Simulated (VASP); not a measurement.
W, 1 atom in the cell. The structure is cubic, space group Fm-3m (No. 225). Conventional cell: a = 4.060 Å, b = 4.060 Å, c = 4.060 Å, α = 90.00°, β = 90.00°, γ = 90.00°. W (site symmetry m-3m) is surrounded by 12 W at 2.87 Å. This isn't the form of W at room conditions, which is bcc.

- Program: VASP 6.6.1
- Task: relaxation of cell and atoms
- Functional: rev-vdW-DF2
- Potentials or basis: VASP PAW PBE potentials, release 64 (W_sv)
- Cutoff: 600 eV
- k mesh: 11 × 11 × 11
- Occupations: fermi-dirac, width 0.05 eV
- Spin: no spin polarisation
- Further INCAR settings: ALGO = Normal; EDIFF = 1e-07; IBRION = 2; EDIFFG = -0.01; NSW = 60; ISIF = 3

Potentials or basis: VASP PAW PBE potentials, release 64 (W_sv).

The run is started by

```sh
$ cat potpaw_PBE.64/W_sv/POTCAR > POTCAR
$ mpirun -np 1 vasp_std > vasp.out
```

Hardware: 1 thread of Intel(R) Xeon(R) Platinum 8488C (Sapphire Rapids), on a shared host.

Q: Estimate the wall time of this run.

A: Wall time 66 s on 1 thread of Intel(R) Xeon(R) Platinum 8488C (Sapphire Rapids), on a shared host, peak memory 0.27 GiB. Counts: scf iterations 36, k points 56, ion steps 4.
